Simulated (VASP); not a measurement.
# BN (P6_3mc) in VASP: band structure with r2SCAN

Aim: the band structure of BN with r2SCAN.

Program: VASP 6.6.1. These are calculated values, not measurements. Logs are shortened: lines on timing, memory, paths and dates and some standing lists are left out, and cuts for length are marked.

## Step 1: The crystal as given

The structure is hexagonal, space group P6_3mc (No. 186). The conventional cell has a = 2.546 Å, b = 2.546 Å, c = 4.212 Å, α = 90.00°, β = 90.00°, γ = 120.00°. B (site symmetry 3m) is surrounded by 4 N at 1.56 to 1.58 Å. N (site symmetry 3m) has 4 B at 1.56 to 1.58 Å as nearest neighbours.

The cell was built by a generator and needn't be a form met in nature.

## Step 2: Band structure, r2SCAN

Input file INCAR:

```
PREC = Accurate ; ENCUT = 520
EDIFF = 1E-6 ; ISMEAR = 0
SIGMA = 0.02 ; LREAL = False
LASPH = True ; NELM = 60
ALGO = Normal ; ISIF = 2
LWAVE = False ; LCHARG = False
METAGGA = R2SCAN ; LMIXTAU = True
NBANDS = 16
```

Input file KPOINTS:

```
regular mesh
0
Gamma
  12 12 6
```

Input file POSCAR:

```
BN                                      
1.0
    2.5464231776      0.0000000000      0.0000000000
   -1.2732115888      2.2052671650     -0.0000000000
    0.0000000000     -0.0000000000      4.2116480418
  B               N             
     2     2
Direct
     0.3333333300000021    0.6666666699999979    0.0012252600837529
     0.6666666699999979    0.3333333300000021    0.5012252600837529
     0.3333333300000021    0.6666666699999979    0.3757747399162496
     0.6666666699999979    0.3333333300000021    0.8757747399162495
```

Input file KPOINTS_OPT:

```
path GMKGALHA,LM,KH
20
line-mode
reciprocal
 0.0000000000  0.0000000000  0.0000000000  G
 0.5000000000  0.0000000000  0.0000000000  M

 0.5000000000  0.0000000000  0.0000000000  M
 0.3333333333  0.3333333333  0.0000000000  K

 0.3333333333  0.3333333333  0.0000000000  K
 0.0000000000  0.0000000000  0.0000000000  G

 0.0000000000  0.0000000000  0.0000000000  G
 0.0000000000  0.0000000000  0.5000000000  A

 0.0000000000  0.0000000000  0.5000000000  A
 0.5000000000  0.0000000000  0.5000000000  L

 0.5000000000  0.0000000000  0.5000000000  L
 0.3333333333  0.3333333333  0.5000000000  H

 0.3333333333  0.3333333333  0.5000000000  H
 0.0000000000  0.0000000000  0.5000000000  A

 0.5000000000  0.0000000000  0.5000000000  L
 0.5000000000  0.0000000000  0.0000000000  M

 0.3333333333  0.3333333333  0.0000000000  K
 0.3333333333  0.3333333333  0.5000000000  H
```

Potentials or basis: VASP PAW PBE potentials, release 64 (B, N).

On the command line:

```sh
$ cat potpaw_PBE.64/B/POTCAR potpaw_PBE.64/N/POTCAR > POTCAR
$ mpirun -np 1 vasp_std > vasp.out
```

OUTCAR:

```text
PREC = Accurate
   ENCUT = 520
   EDIFF = 1E-6
   ISMEAR = 0
   LREAL = False
   LASPH = True
   NELM = 60
   ISIF = 2
   METAGGA = R2SCAN

 ion  position               nearest neighbor table
   1  0.333  0.667  0.001-   4 1.56   4 1.56   4 1.56   3 1.58
   2  0.667  0.333  0.501-   3 1.56   3 1.56   3 1.56   4 1.58
   3  0.333  0.667  0.376-   2 1.56   2 1.56   2 1.56   1 1.58
   4  0.667  0.333  0.876-   1 1.56   1 1.56   1 1.56   2 1.58

  LATTYP: Found a hexagonal cell.
 ALAT       =     2.5464231776
 C/A-ratio  =     1.6539466334

  Lattice vectors:

 A1 = (   2.5464231776,   0.0000000000,   0.0000000000)
 A2 = (  -1.2732115888,   2.2052671650,   0.0000000000)
 A3 = (   0.0000000000,   0.0000000000,   4.2116480418)

Analysis of symmetry for initial positions (statically):
=====================================================================
 Subroutine PRICEL returns:
 Original cell was already a primitive cell.

 Routine SETGRP: Setting up the symmetry group for a
 hexagonal supercell.

 Subroutine GETGRP returns: Found 12 space group operations
 (whereof  6 operations were pure point group operations)
 out of a pool of 24 trial point group operations.

The static configuration has the point symmetry C_3v.
 The point group associated with its full space group is C_6v.

Analysis of symmetry for dynamics (positions and initial velocities):
=====================================================================
 Subroutine PRICEL returns:
 Original cell was already a primitive cell.

 Routine SETGRP: Setting up the symmetry group for a
 hexagonal supercell.

 Subroutine GETGRP returns: Found 12 space group operations
 (whereof  6 operations were pure point group operations)
 out of a pool of 24 trial point group operations.

The dynamic configuration has the point symmetry C_3v.
 The point group associated with its full space group is C_6v.

 Subroutine INISYM returns: Found 12 space group operations
 (whereof  6 operations are pure point group operations),
 and found     1 'primitive' translations

----------------------------------------------------------------------------------------

                                     Primitive cell

  volume of cell :      23.6507

  direct lattice vectors                    reciprocal lattice vectors
     2.546423178  0.000000000  0.000000000     0.392707704  0.226729898  0.000000000
    -1.273211589  2.205267165  0.000000000     0.000000000  0.453459797  0.000000000
     0.000000000  0.000000000  4.211648042     0.000000000  0.000000000  0.237436744

  length of vectors
     2.546423178  2.546423181  4.211648042     0.453459797  0.453459797  0.237436744

  position of ions in fractional coordinates (direct lattice)
     0.333333330  0.666666670  0.001225260
     0.666666670  0.333333330  0.501225260
     0.333333330  0.666666670  0.375774740
     0.666666670  0.333333330  0.875774740

  ion indices of the primitive-cell ions
   primitive index   ion index
                 1           1
                 2           2
                 3           3
                 4           4

----------------------------------------------------------------------------------------

 KPOINTS: regular mesh

Automatic generation of k-mesh.
 Grid dimensions read from file:
 generate k-points for:   12   12    6

 Generating k-lattice:

  Cartesian coordinates                     Fractional coordinates (reciprocal lattice)
     0.032725642  0.018894158  0.000000000     0.083333333  0.000000000  0.000000000
     0.000000000  0.037788316  0.000000000     0.000000000  0.083333333  0.000000000
     0.000000000  0.000000000  0.039572791     0.000000000  0.000000000  0.166666667

  Length of vectors
     0.037788316  0.037788316  0.039572791

  Shift w.r.t. Gamma in fractional coordinates (k-lattice)
     0.000000000  0.000000000  0.000000000

 Subroutine IBZKPT returns following result:
 ===========================================

 Found     76 irreducible k-points:

 Following reciprocal coordinates:
            Coordinates               Weight
  0.000000  0.000000  0.000000      1.000000
  0.083333 -0.000000  0.000000      6.000000
  0.166667 -0.000000  0.000000      6.000000
  0.250000 -0.000000  0.000000      6.000000
  0.333333  0.000000  0.000000      6.000000
  0.416667  0.000000  0.000000      6.000000
[... 16 lines left out ...]
  0.250000 -0.000000  0.166667     12.000000
  0.333333  0.000000  0.166667     12.000000
 [... further k-points ...]
   k-points           NKPTS =     76   k-points in BZ     NKDIM =     76   number of bands    NBANDS=     16
   number of dos      NEDOS =    301   number of ions     NIONS =      4
   total plane-waves  NPLWV =  12800
   dimension x,y,z NGX =    20 NGY =   20 NGZ =   32
   dimension x,y,z NGXF=    40 NGYF=   40 NGZF=   64
   ions per type =               2   2
   NGX,Y,Z   is equivalent  to a cutoff of  13.06, 13.06, 12.63 a.u.
   NGXF,Y,Z  is equivalent  to a cutoff of  26.11, 26.11, 25.26 a.u.
 SYSTEM =  unknown system
   PREC   = accura    normal or accurate (medium, high low for compatibility)
   ISTART =      0    job   : 0-new  1-cont  2-samecut
   ICHARG =      2    charge: 1-file 2-atom 10-const
   ISPIN  =      1    spin polarized calculation?
   LNONCOLLINEAR =      F non collinear calculations
   LSORBIT =      F    spin-orbit coupling
   LASPH  =      T    aspherical Exc in radial PAW
   ENCUT  =  520.0 eV  38.22 Ry    6.18 a.u.   4.73  4.73  7.83*2*pi/ulx,y,z
   NELM   =     60;   NELMIN=  2; NELMDL= -5     # of ELM steps
   EDIFF  = 0.1E-05   stopping-criterion for ELM
   LREAL  =      F    real-space projection
   EDIFFG = 0.1E-04   stopping-criterion for IOM
   NSW    =      0    number of steps for IOM
   IBRION =     -1    ionic relax: 0-MD 1-quasi-New 2-CG
   NFREE  =      0    steps in history (QN), initial steepest desc. (CG)
   ISIF   =      2    stress and relaxation
   ISYM   =      2    0-nonsym 1-usesym 2-fastsym
   POTIM  = 0.5000    time-step for ionic-motion
   TEBEG  =    0.0;   TEEND  =   0.0 temperature during run
   PSTRESS=    0.0 pullay stress
   NELECT =      16.0000    total number of electrons
   NUPDOWN=      -1.0000    fix difference up-down
   EMIN   =  10.00;   EMAX   =-10.00  energy-range for DOS
   EFERMI =   0.00;   METHOD = LEGACY
   ISMEAR =     0;   SIGMA  =   0.02  broadening in eV -4-tet -1-fermi 0-gaus
   EFERMI_NEDOS =   21; number of points for ismear=-14 and -15
   IALGO  =     38    algorithm
   IMIX   =      4    mixing-type and parameters
     AMIX     =   0.40;   BMIX     =  1.00
     AMIX_MAG =   1.60;   BMIX_MAG =  1.00
  volume/ion in A,a.u.               =       5.91        39.90
  Fermi-wavevector in a.u.,A,eV,Ry     =   1.437144  2.715808 28.101230  2.065382
  Thomas-Fermi vector in A             =   2.556254
   LORBIT       =      0    0 simple, 1 ext, 2 COOP (PROOUT), +10 PAW based schemes
   METAGGA = R2SCAN    functional components
   LHFCALC =     F    Hartree Fock is set to
   AEXX    =    0.0000 exact exchange contribution
   IVDW    =     0    specifies the selected vdW correction
   LEPSILON=     F    determine dielectric tensor
   LRPA    =     F    only Hartree local field effects (RPA)
 non-spin polarized calculation
 Gauss-broadening in eV      SIGMA  =   0.02
  energy-cutoff  :      520.00
  volume of cell :       23.65
 maximum number of plane-waves:       652
 NGX is ok and might be reduce to    20
   NGX =  9   NGY =  9   NGZ = 15

 number of electron      16.0000000 magnetization

 Free energy of the ion-electron system (eV)
  ---------------------------------------------------
  ext. energy  EPLUGINS =         0.00000000
  ---------------------------------------------------
  free energy    TOTEN  =       -38.26655793 eV

  energy without entropy =      -38.26655793  energy(sigma->0) =      -38.26655793

 E-fermi :   7.5803     XC(G=0): -13.6303

 val. band max:        7.3919766930   @ k =   0.0000   0.0000   0.0000
 cond. band min:      13.1113435970   @ k =   0.3333   0.3333   0.0000
 fundamental gap:      5.7193669041
 Fermi energy:         7.5802756255

 k-point     1 :       0.0000    0.0000    0.0000
  band No.  band energies     occupation
      1     -14.0677      2.00000
      2      -9.8402      2.00000
      3      -3.9130      2.00000
      4       5.1876      2.00000
      5       5.1876      2.00000
      6       7.1197      2.00000
[... 8 lines left out ...]
     15      20.1371      0.00000
     16      24.8016      0.00000

 k-point     2 :       0.0833   -0.0000    0.0000
  band No.  band energies     occupation
      1     -13.9113      2.00000
      2      -9.7210      2.00000
      3      -3.7577      2.00000
      4       4.4634      2.00000
      5       4.8940      2.00000
      6       6.7872      2.00000
[... 8 lines left out ...]
     15      20.6081      0.00000
     16      24.5267      0.00000

 k-point     3 :       0.1667   -0.0000    0.0000
  band No.  band energies     occupation
      1     -13.4476      2.00000
      2      -9.3801      2.00000
      3      -3.2979      2.00000
      4       2.7268      2.00000
      5       4.2049      2.00000
      6       5.3005      2.00000
[... 8 lines left out ...]
     15      21.8385      0.00000
     16      23.7331      0.00000

 k-point     4 :       0.2500   -0.0000    0.0000
  band No.  band energies     occupation
      1     -12.6957      2.00000
      2      -8.8839      2.00000
      3      -2.5560      2.00000
      4       0.6769      2.00000
      5       3.4323      2.00000
      6       3.4447      2.00000
[... 8 lines left out ...]
     15      23.4380      0.00000
     16      23.8700      0.00000

 k-point     5 :       0.3333    0.0000    0.0000
  band No.  band energies     occupation
      1     -11.7023      2.00000
      2      -8.4049      2.00000
      3      -1.5893      2.00000
      4      -1.1495      2.00000
      5       1.5965      2.00000
      6       2.7813      2.00000
[... 8 lines left out ...]
     15      24.2950      0.00000
     16      24.9949      0.00000

 k-point     6 :       0.4167    0.0000    0.0000
  band No.  band energies     occupation
      1     -10.5934      2.00000
      2      -8.2923      2.00000
      3      -2.2570      2.00000
      4      -0.5994      2.00000
      5       0.1326      2.00000
      6       2.3582      2.00000
[... 8 lines left out ...]
     15      24.7207      0.00000
     16      26.1208      0.00000
[... 267 lines left out ...]
 k-point    21 :       0.0833   -0.0000    0.1667
  band No.  band energies     occupation
      1     -13.7400      2.00000
      2     -10.2703      2.00000
      3      -2.9067      2.00000
      4       4.5929      2.00000
      5       5.0217      2.00000
      6       5.9909      2.00000
[... 8 lines left out ...]
     15      20.2781      0.00000
     16      24.1735      0.00000

 k-point    22 :       0.1667   -0.0000    0.1667
  band No.  band energies     occupation
      1     -13.2789      2.00000
      2      -9.9005      2.00000
      3      -2.5020      2.00000
      4       2.8789      2.00000
      5       4.3420      2.00000
      6       4.8401      2.00000
[... 8 lines left out ...]
     15      21.5018      0.00000
     16      23.7504      0.00000

 k-point    23 :       0.2500   -0.0000    0.1667
  band No.  band energies     occupation
      1     -12.5325      2.00000
      2      -9.3456      2.00000
      3      -1.9140      2.00000
      4       0.9095      2.00000
      5       2.9945      2.00000
      6       3.5771      2.00000
[... 8 lines left out ...]
     15      23.0769      0.00000
     16      23.9652      0.00000

 k-point    24 :       0.3333    0.0000    0.1667
  band No.  band energies     occupation
      1     -11.5500      2.00000
      2      -8.7552      2.00000
      3      -1.7717      2.00000
      4      -0.2568      2.00000
      5       1.1388      2.00000
      6       2.9310      2.00000
[... 8 lines left out ...]
     15      24.5782      0.00000
     16      24.8477      0.00000

 [... further k-points ...]

------------------------ aborting loop because EDIFF is reached ----------------------------------------

  FORCE on cell =-STRESS in cart. coord.  units (eV):
  Direction    XX          YY          ZZ          XY          YZ          ZX
  --------------------------------------------------------------------------------------
  -------------------------------------------------------------------------------------
  Total       -0.0028468     -0.0028468      0.0001179      0.0000000      0.0000000      0.0000000
  in kB       -0.1928511     -0.1928511      0.0079840      0.0000000      0.0000000      0.0000000
  external PRESSURE =      -0.1259060 kB  Pullay stress =       0.0000000 kB

 VOLUME and BASIS-vectors are now :
 -----------------------------------------------------------------------------
  energy-cutoff  :      520.00
  volume of cell :       23.65
      direct lattice vectors                 reciprocal lattice vectors
     2.546423178  0.000000000  0.000000000     0.392707704  0.226729898  0.000000000
    -1.273211589  2.205267165  0.000000000     0.000000000  0.453459797  0.000000000
     0.000000000  0.000000000  4.211648042     0.000000000  0.000000000  0.237436744

 POSITION                                       TOTAL-FORCE (eV/Angst)
 -----------------------------------------------------------------------------------
     -0.00000      1.47018      0.00516        -0.000000     -0.000000     -0.004032
      1.27321      0.73509      2.11098        -0.000000      0.000000     -0.004032
     -0.00000      1.47018      1.58263         0.000000     -0.000000      0.004032
      1.27321      0.73509      3.68845        -0.000000      0.000000      0.004032
 -----------------------------------------------------------------------------------
    total drift:                               -0.000008      0.000005     -0.002530

  FREE ENERGIE OF THE ION-ELECTRON SYSTEM (eV)
  ---------------------------------------------------
  free  energy   TOTEN  =       -38.2665579291 eV

  energy  without entropy=      -38.2665579291  energy(sigma->0) =      -38.26655793
```

Wall time 3.4 min (1 thread of AMD EPYC 7R13 (Zen 3), shared host); peak memory 0.13 GiB.

What came out:

```yaml
Free_energy: -38.2666 eV
Pressure: 0.0 GPa
Largest_force: 0.004 eV/Å
Band_gap_on_the_k_mesh: 5.72 eV, indirect (least direct gap 8.97 eV)
Band_gap_along_the_path: 5.72 eV, indirect (least direct gap 8.96 eV)
```

Forces in eV/Å, atoms in the order of the input:
```
B    0.000  0.000 -0.004
B    0.000  0.000 -0.004
N    0.000  0.000  0.004
N    0.000  0.000  0.004
```

Levels at the corners of the path, in eV from the valence-band top:
| point | band 4 | band 5 | band 6 | band 7 | band 8 | band 9 | band 10 | band 11 | band 12 | band 13 |
| --- | --- | --- | --- | --- | --- | --- | --- | --- | --- | --- |
| Γ | -2.20 | -2.20 | -0.27 | 0.00 | 0.00 | 9.06 | 9.06 | 9.30 | 10.18 | 11.50 |
| M | -8.14 | -7.19 | -5.18 | -4.52 | -2.19 | 7.28 | 8.59 | 11.36 | 12.20 | 13.82 |
| M | -8.14 | -7.19 | -5.18 | -4.52 | -2.19 | 7.28 | 8.59 | 11.36 | 12.20 | 13.82 |
| K | -7.54 | -7.54 | -5.63 | -5.62 | -5.62 | 5.72 | 14.41 | 14.41 | 14.84 | 15.40 |
| K | -7.54 | -7.54 | -5.63 | -5.62 | -5.62 | 5.72 | 14.41 | 14.41 | 14.84 | 15.40 |
| Γ | -2.20 | -2.20 | -0.27 | 0.00 | 0.00 | 9.06 | 9.06 | 9.30 | 10.18 | 11.50 |
| Γ | -2.20 | -2.20 | -0.27 | 0.00 | 0.00 | 9.06 | 9.06 | 9.30 | 10.18 | 11.50 |
| A | -5.96 | -1.22 | -1.22 | -1.22 | -1.22 | 10.22 | 10.22 | 10.67 | 10.67 | 10.67 |
| A | -5.96 | -1.22 | -1.22 | -1.22 | -1.22 | 10.22 | 10.22 | 10.67 | 10.67 | 10.67 |
| L | -10.40 | -3.91 | -3.91 | -3.72 | -3.72 | 7.19 | 7.19 | 10.70 | 10.70 | 15.29 |
| L | -10.40 | -3.91 | -3.91 | -3.72 | -3.72 | 7.19 | 7.19 | 10.70 | 10.70 | 15.29 |
| H | -9.21 | -7.97 | -7.97 | -3.15 | -3.15 | 10.01 | 10.01 | 10.94 | 10.94 | 15.44 |
| H | -9.21 | -7.97 | -7.97 | -3.15 | -3.15 | 10.01 | 10.01 | 10.94 | 10.94 | 15.44 |
| A | -5.96 | -1.22 | -1.22 | -1.22 | -1.22 | 10.22 | 10.22 | 10.67 | 10.67 | 10.67 |
| L | -10.40 | -3.91 | -3.91 | -3.72 | -3.72 | 7.19 | 7.19 | 10.70 | 10.70 | 15.29 |
| M | -8.14 | -7.19 | -5.18 | -4.52 | -2.19 | 7.28 | 8.59 | 11.36 | 12.20 | 13.82 |
| K | -7.54 | -7.54 | -5.63 | -5.62 | -5.62 | 5.72 | 14.41 | 14.41 | 14.84 | 15.40 |
| H | -9.21 | -7.97 | -7.97 | -3.15 | -3.15 | 10.01 | 10.01 | 10.94 | 10.94 | 15.44 |

Caveat: the PAW data sets were made with another functional, which shifts forces and pressure a little. r2SCAN opens gaps a little over a GGA but as a rule still falls short of measured ones.
